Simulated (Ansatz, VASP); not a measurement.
# One calculation of ZrS, two programs

```
Zr S
1.0
     0.00000    2.62500    2.62500
     2.62500    0.00000    2.62500
     2.62500    2.62500    0.00000
Zr S
1 1
Direct
  0.00000 0.00000 0.00000
  0.50000 0.50000 0.50000
```

Alike in both runs: task single point; functional PBEsol; k mesh 14 × 14 × 14; occupations gaussian, width 0.1 eV; no spin polarisation.

|  | VASP | Ansatz |
| --- | --- | --- |
| version | VASP 6.6.1 | Ansatz 0.2.0 |
| potentials or method | VASP PAW PBE potentials, release 64 (Zr_sv, S) | scalar-relativistic, plane waves, PAW |
| plane-wave cutoff (eV) | 520 | 420 |
| valence electrons in the cell | 18 | 18 |

VASP gave:

* gap on the k mesh at the Fermi level (eV): none
* pressure (GPa): -6.2

Q: Which values does Ansatz return?

A: gap on the k mesh at the Fermi level (eV): none; pressure (GPa): -6.4.

A gap of «none» marks a metal or a gap that the smearing closes.

Caveats: the PAW data sets were made with another functional, which shifts forces and pressure a little (VASP).
